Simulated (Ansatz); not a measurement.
What strain does to CdF₂ (fluorite)

CdF₂ built on the fluorite prototype, relaxed with r2SCAN in Ansatz 0.2.0. The symmetry is Fm-3m (No. 225, cubic); conventional cell a = 5.388 Å, 13.04 Å³ an atom. Cd is surrounded by 8 F at 2.33 Å; F is surrounded by 4 Cd at 2.33 Å.

The axes x, y and z are those of this cell:
```
CELL_PARAMETERS angstrom
0.00000 2.69418 2.69418
2.69418 0.00000 2.69418
2.69418 2.69418 0.00000
ATOMIC_POSITIONS crystal
Cd 0.00000 0.00000 0.00000
F 0.25000 0.25000 0.25000
F 0.75000 0.75000 0.75000
```

Unstrained: PBE gives an indirect gap of 3.100 eV, from W to Γ; the least direct gap is 3.598 eV at Γ. With r2SCAN the valence top lies at W and the conduction bottom at Γ, 3.794 eV higher; the smallest vertical gap, at Γ, is 4.306 eV. With HSE06 the valence top lies at W and the conduction bottom at Γ, 5.207 eV higher; the smallest vertical gap, at Γ, is 5.791 eV. Meshes: PBE 8×8×8, r2SCAN 8×8×8, HSE06 6×6×6. Strains are changes of length per length, and xy shears are angles. After each strain the atoms were relaxed again with r2SCAN within the symmetry that the strain leaves, so tilts or polar shifts that break it weren't tested; points keep the names that they have in the unstrained zone. Calculated for a static, non-magnetic cell.

Changes of the least gap in eV (an overlap counts as a negative gap):
```tsv
strain	volume change (%)	space group	PBE	r2SCAN	HSE06	energy rise, r2SCAN (meV/atom)
isotropic +2.0 % on every length	+6.1	Fm-3m	-0.213	-0.219	-0.239	15.3
xy shear, engineering strain (angle) -5.0 %	-0.1	Immm	0.000	-0.002	-0.002	2.4
epitaxial -5.0 % in the plane normal to [111], free normal strain +8.27 %	-2.3	R-3m	+0.096	+0.085	+0.091	24.2
epitaxial -2.5 % in the xy plane, free normal strain +2.08 %	-3.0	I4/mmm	+0.044	+0.046	+0.058	10.8
uniaxial -4.0 % along [111]	-4.0	R-3m	+0.146	+0.148	+0.161	10.4
```

Isotropic +2.0 % on every length. HSE06: the gap goes from 5.207 to 4.968 eV (-0.239 eV). Stress change with r2SCAN, compression positive: xx -5.83, yy -5.83, zz -5.83 GPa. For HSE06, dE_g/d ln V = -4.0 eV over this step.

Xy shear, engineering strain (angle) -5.0 %. HSE06: the gap goes from 5.207 to 5.205 eV (-0.002 eV); the edges go from W → Γ to (1/4, -0.490, -0.240) → Γ. Stress change with r2SCAN, compression positive: xx +0.18, yy +0.18, zz +0.19, xy +1.21 GPa.

Epitaxial -5.0 % in the plane normal to [111], free normal strain +8.27 %. HSE06: the gap goes from 5.207 to 5.298 eV (+0.091 eV); the edges move from W → Γ to X → Γ. Stress change with r2SCAN, compression positive: xx +3.91, yy +3.91, zz +3.91, xy -1.95, xz -1.95, yz -1.95 GPa.

Epitaxial -2.5 % in the xy plane, free normal strain +2.08 %. HSE06: the gap goes from 5.207 to 5.265 eV (+0.058 eV); the W points, equivalent before, split by 30 meV, and the valence top lies at those like (1/4, -1/4, -1/2). Stress change with r2SCAN, compression positive: xx +5.42, yy +5.42, zz -0.01 GPa.

Uniaxial -4.0 % along [111], other directions held. HSE06: the gap goes from 5.207 to 5.368 eV (+0.161 eV); the edges go from W → Γ to (0.245, -1/2, -0.245) → Γ. Stress change with r2SCAN, compression positive: xx +5.15, yy +5.15, zz +5.15, xy +0.78, xz +0.78, yz +0.78 GPa.

The runs are scalar-relativistic, without spin-orbit coupling.

Where an edge lies off the special points, it is a point of the mesh or the k point where a search put PBE's edge or least direct gap, reused for the other functionals, whose own edges may lie a little apart.

Coordinates of k points refer to the reciprocal vectors of the primitive cell of the runs.

The meshes of the hybrids are coarse, so their gaps aren't converged to the digits shown.
